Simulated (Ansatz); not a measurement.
Working through an all-electron equation of state of Be2C, space group Fm-3m

With Ansatz 0.2.0, Python API.

Interactive session:
```pycon
>>> import ansatz
>>> from ase.eos import EquationOfState
>>> from ase.units import GPa
>>> import numpy as np
>>> VECTORS = np.array([
...     [0.0, 2.165, 2.165],
...     [2.165, 0.0, 2.165],
...     [2.165, 2.165, 0.0],
... ])
>>> SITES = [
...     ('Be', (0.25, 0.25, 0.25)),
...     ('Be', (0.75, 0.75, 0.75)),
...     ('C', (0.0, 0.0, 0.0)),
... ]
>>> def on_lattice(cell):
...     crystal = ansatz.Crystal(lattice=ansatz.Lattice.of(cell))
...     for symbol, position in SITES:
...         crystal = crystal.atom(symbol, position)
...     return crystal
...
>>> volumes, energies = [], []
>>> for scale in np.linspace(0.94, 1.06, 5):
...     cell = VECTORS * scale ** (1 / 3)
...     calc = (
...         on_lattice(cell).calculation()
...         .functional('pbesol')
...         .occupations(ansatz.OccupationsMethod.FERMI_DIRAC, width=0.01)
...         .kpoints(7, 7, 7)
...         .pseudopotentials('all_electron', lapw=True)
...     )
...     rep = calc.run(threads=1).report
...     volumes.append(abs(np.linalg.det(cell)) / len(SITES))
...     energies.append(rep['free_energy_ev'] / len(SITES))
...     print(f'{scale:.3f} {volumes[-1]:9.4f} A^3/atom {energies[-1]:16.5f} eV/atom  (estimated basis error {1000 * rep["lapw_basis_errors"]["total_ev_per_atom"]:.2f} meV/atom)')
...
0.940    6.3593 A^3/atom       -610.79280 eV/atom  (estimated basis error 0.12 meV/atom)
0.970    6.5623 A^3/atom       -610.80159 eV/atom  (estimated basis error 0.12 meV/atom)
1.000    6.7652 A^3/atom       -610.80183 eV/atom  (estimated basis error 0.12 meV/atom)
1.030    6.9682 A^3/atom       -610.79462 eV/atom  (estimated basis error 0.12 meV/atom)
1.060    7.1711 A^3/atom       -610.78091 eV/atom  (estimated basis error 0.12 meV/atom)
>>> v0, e0, bulk = EquationOfState(volumes, energies, eos='birchmurnaghan').fit()
>>> print(f'V0 = {v0:.4f} A^3/atom, B0 = {bulk / GPa:.1f} GPa')
V0 = 6.6688 A^3/atom, B0 = 205.9 GPa
```

A third-order Birch-Murnaghan fit through the 5 points has its minimum at 6.67 Å³ an atom, 1.4 % below the typed cell, with a bulk modulus of 206 GPa and dB/dP = 3.5. From that minimum the energy rises by 9.9 meV an atom on the compressed side and 21.8 meV on the expanded side.

All-electron totals depend on functional, relativistic treatment and basis; only differences at equal settings carry meaning. The structure is a deposited one; some such entries were measured under pressure or heat, so a shift against it needn't be the functional's error alone. Hardware and time: 12 s on 1 thread of Arm Neoverse V1 (shared host), peak memory 0.31 GiB.

(Lines on the test bed's own set-up are left out of the output.)
